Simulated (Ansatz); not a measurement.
# Effect of pressure 75 GPa on ZnTe

Consider ZnTe in the zinc blende structure (space group F-43m, No. 216; a = 6.1147 Å).

One thing is altered: a hydrostatic pressure of 75 GPa.

The values are results of r2SCAN (Ansatz, a quantum-chemistry and plane-wave program, PAW, no SOC), earlier PAW set, not measurements. Settings: 9×9×9 k-points, 0.05 eV Fermi–Dirac smearing.

```tsv
quantity	base	changed	shift
volume per atom	28.58 Å³	17.44 Å³	-11.14 Å³
density	5.61 g/cm³	9.19 g/cm³	+3.58 g/cm³
lattice parameter a	611.5 pm	518.6 pm	-92.82 pm
enthalpy H = E + PV relative to the base's energy	–	+9.82 eV/atom	–
band gap	1.78 eV	0.97 eV	-0.81 eV
gap character	direct at Γ	indirect, Γ → a point along ⟨100⟩, about 1.1 Å⁻¹ from Γ	–
smallest direct gap	1.78 eV	3.77 eV	+1.984 eV
width of the top valence band	2.63 eV	5.92 eV	+3.285 eV
electron mass	0.11 mₑ (at Γ)	1.8 mₑ along k, 0.21 mₑ across (off the special points)	–
hole mass (degenerate bands, along [100])	0.11, 0.45, 0.45 mₑ (at Γ)	0.18 mₑ (at Γ)	–
```

Spin-orbit coupling, missing from the scalar runs, can matter with Te. Load acts through the strain it causes; cell and atoms are relaxed under it. Masses are band curvatures over ±0.01 Å⁻¹ around the edge. Along k means along the line from Γ to the band edge. Stability against distortions was not tested. Measured, ZnTe leaves this structure (for cinnabar) near 9.5 GPa (temperature not stated; as listed in Datta, Sujoy, Jana, Debnarayan, arXiv (2020)), on rising pressure, with hysteresis.
